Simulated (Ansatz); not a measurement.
# ZnS: a strain scan

The task, for ZnS: see how energy and stress answer to the strain pattern (0, 0, 1, 0, 0, 0).

Program: Ansatz 0.2.0. Level of theory: DFT r2SCAN, scalar-relativistic, plane waves, PAW. These are calculated values, not measurements.

1 further run of the same task is left out (set aside as unsound or not needed).

## Step 1: Starting point

The structure is cubic, space group F-43m (No. 216). The conventional cell has a = 5.389 Å, b = 5.389 Å, c = 5.389 Å, α = 90.00°, β = 90.00°, γ = 90.00°. Zn (site symmetry -43m) has 4 S at 2.33 Å as nearest neighbours. S (site symmetry -43m) has 4 Zn at 2.33 Å as nearest neighbours.

Structure file:

```cif
data_structure
_symmetry_space_group_name_H-M 'P 1'
_symmetry_Int_Tables_number 1
_cell_length_a 3.8106
_cell_length_b 3.8106
_cell_length_c 3.8106
_cell_angle_alpha 60.000
_cell_angle_beta 60.000
_cell_angle_gamma 60.000
_cell_volume 39.13
loop_
_atom_site_label
_atom_site_type_symbol
_atom_site_fract_x
_atom_site_fract_y
_atom_site_fract_z
_atom_site_occupancy
Zn1 Zn 0.00000 0.00000 0.00000 1
S1 S 0.75000 0.75000 0.75000 1
```

It is the result of an earlier relaxation at this level (volume 19.56 Å³/atom; gap on the mesh: 2.70 eV).

## Step 2: The undisturbed cell

Contents of input.yaml:

```yaml
crystal:
  lattice:
    - [0.0, 2.6945131942, 2.6945131942]
    - [2.6945131942, 0.0, 2.6945131942]
    - [2.6945131942, 2.6945131942, 0.0]
  atoms:
    - { symbol: Zn, position: [0.0, 0.0, 0.0] }
    - { symbol: S, position: [0.75, 0.75, 0.75] }
basis:
  ecutwfc: 500
kpoints:
  mp_grid: { grid: [8, 8, 8] }
hamiltonian:
  xc: r2scan
scf:
  occupations: { method: gaussian, width: 0.05 }
output:
  forces: true
  stress: true
  eigenvalues: true
```

Command:

```sh
$ ansatz run input.yaml --threads 1 --pin off --max-ram 2560MiB --backend cpu --events-out ev --progress --plain --runs-dir out
```

## Step 3: Setting up a strain scan

The cell is strained by ε times the Voigt pattern (0, 0, 1, 0, 0, 0) (xx, yy, zz, yz, xz, xy; engineering shear), with fractional coordinates fixed (clamped ions). The stress on the pattern is the sum of the stress components weighted by it, tension positive.

## Step 4: At ε = -0.1500

input.yaml: that of step 2 with these lines changed.

```diff
@@ -2,4 +2,4 @@
   lattice:
-    - [0.0, 2.6945131942, 2.6945131942]
-    - [2.6945131942, 0.0, 2.6945131942]
+    - [0.0, 2.6945131942, 2.2903362151]
+    - [2.6945131942, 0.0, 2.2903362151]
     - [2.6945131942, 2.6945131942, 0.0]
```

## Step 5: ε = 0.1125

input.yaml: that of step 4 with these lines changed.

```diff
@@ -2,4 +2,4 @@
   lattice:
-    - [0.0, 2.6945131942, 2.2903362151]
-    - [2.6945131942, 0.0, 2.2903362151]
+    - [0.0, 2.6945131942, 2.9976459285]
+    - [2.6945131942, 0.0, 2.9976459285]
     - [2.6945131942, 2.6945131942, 0.0]
```

## Step 6: At ε = -0.0750

input.yaml: that of step 5 with these lines changed.

```diff
@@ -2,4 +2,4 @@
   lattice:
-    - [0.0, 2.6945131942, 2.9976459285]
-    - [2.6945131942, 0.0, 2.9976459285]
+    - [0.0, 2.6945131942, 2.4924247046]
+    - [2.6945131942, 0.0, 2.4924247046]
     - [2.6945131942, 2.6945131942, 0.0]
```

## Step 7: ε = 0.0375

input.yaml: that of step 6 with these lines changed.

```diff
@@ -2,4 +2,4 @@
   lattice:
-    - [0.0, 2.6945131942, 2.4924247046]
-    - [2.6945131942, 0.0, 2.4924247046]
+    - [0.0, 2.6945131942, 2.795557439]
+    - [2.6945131942, 0.0, 2.795557439]
     - [2.6945131942, 2.6945131942, 0.0]
```

## Step 8: Point ε = 0.1500

input.yaml: that of step 7 with these lines changed.

```diff
@@ -2,4 +2,4 @@
   lattice:
-    - [0.0, 2.6945131942, 2.795557439]
-    - [2.6945131942, 0.0, 2.795557439]
+    - [0.0, 2.6945131942, 3.0986901733]
+    - [2.6945131942, 0.0, 3.0986901733]
     - [2.6945131942, 2.6945131942, 0.0]
```

## Step 9: ε = -0.1125

input.yaml: that of step 8 with these lines changed.

```diff
@@ -2,4 +2,4 @@
   lattice:
-    - [0.0, 2.6945131942, 3.0986901733]
-    - [2.6945131942, 0.0, 3.0986901733]
+    - [0.0, 2.6945131942, 2.3913804599]
+    - [2.6945131942, 0.0, 2.3913804599]
     - [2.6945131942, 2.6945131942, 0.0]
```

## Step 10: ε = 0.0750

input.yaml: that of step 9 with these lines changed.

```diff
@@ -2,4 +2,4 @@
   lattice:
-    - [0.0, 2.6945131942, 2.3913804599]
-    - [2.6945131942, 0.0, 2.3913804599]
+    - [0.0, 2.6945131942, 2.8966016838]
+    - [2.6945131942, 0.0, 2.8966016838]
     - [2.6945131942, 2.6945131942, 0.0]
```

## Step 11: At ε = -0.0375

input.yaml: that of step 10 with these lines changed.

```diff
@@ -2,4 +2,4 @@
   lattice:
-    - [0.0, 2.6945131942, 2.8966016838]
-    - [2.6945131942, 0.0, 2.8966016838]
+    - [0.0, 2.6945131942, 2.5934689494]
+    - [2.6945131942, 0.0, 2.5934689494]
     - [2.6945131942, 2.6945131942, 0.0]
@@ -20 +20,5 @@
   eigenvalues: true
+  write_density: true
+  write_potential: true
+  elf: true
+  volumetric_format: npy
```

## Step 12: ε = 0.1312

input.yaml: that of step 11 with these lines changed.

```diff
@@ -2,4 +2,4 @@
   lattice:
-    - [0.0, 2.6945131942, 2.5934689494]
-    - [2.6945131942, 0.0, 2.5934689494]
+    - [0.0, 2.6945131942, 3.0480333253]
+    - [2.6945131942, 0.0, 3.0480333253]
     - [2.6945131942, 2.6945131942, 0.0]
@@ -20,5 +20 @@
   eigenvalues: true
-  write_density: true
-  write_potential: true
-  elf: true
-  volumetric_format: npy
```

(Steps that only read results are left out.)

What does the calculation give? Wanted: slope of the stress at ε = 0, over ±0.0375.

As calculated:

| quantity | value |
| --- | --- |
| slope of the stress at ε = 0, over ±0.0375 | 108 GPa |

**Reading.** From the stress slope, C33 is about 108 GPa with the ions clamped; letting the atoms relax could not make it stiffer. The step is wide, so higher orders mix in. The undisturbed cell stays the lowest of the sampled points. Compression costs more than tension: 164.6 against 131.6 meV/atom at the ends. The gap on the mesh stays between 1.79 and 2.89 eV.
